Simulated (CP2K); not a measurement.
Runs of CP2K 2026.2 on HfO2. It takes space group Fm-3m (No. 225, cubic). The conventional cell has a = 5.115 Å, b = 5.115 Å, c = 5.115 Å, α = 90.00°, β = 90.00°, γ = 90.00°. Around Hf (site symmetry m-3m) lie 8 O at 2.21 Å. Around O (site symmetry -43m) lie 4 Hf at 2.21 Å. Measurements of this composition are mostly on another form, of space group No. 14.

```tsv
potentials or basis	ADDED_MOS	gap on the mesh (eV)	pressure (GPa)
POTENTIAL_UZH Hf GTH-PBE-q12, O GTH-PBE-q6; TZVP-MOLOPT-PBE-GTH basis	[15]	(c)	-7.9
POTENTIAL_UZH Hf GTH-PBE-q12, O GTH-PBE-q6; ccGRB-D basis	[15]	3.98	-6.9
GTH_POTENTIALS Hf GTH-PBE-q12, O GTH-PBE-q6; DZVP-MOLOPT-SR-GTH basis	[15]	3.94	(b)
POTENTIAL_UZH Hf GTH-PBE-q12, O GTH-PBE-q6; DZVP-MOLOPT-PBE-GTH basis	[15]	(a)	-7.8
GTH_POTENTIALS Hf GTH-PBE-q12, O GTH-PBE-q6; SZV-MOLOPT-SR-GTH basis	[6]	2.63	-7.8
```

Alike in all rows: task band structure; level PBE; no spin polarisation; cell as given; k mesh 9 × 9 × 9; smearing fermi-dirac 0.05 eV.

**Question.** Fill in the values left out.

**Answer.** (a) 4.01; (b) -9.3; (c) 4.00.

Caveats: spin-orbit coupling is left out, which moves the levels of the heavy elements; the basis of atomic orbitals isn't converged, which shifts pressures, moduli and gaps; the mesh misses the band edges, which the band path finds closer together (some runs); a minimal basis gives rough bond lengths, pressures and levels (some runs).

A k mesh can miss the band edges, and the runs leave out spin-orbit coupling on Hf.
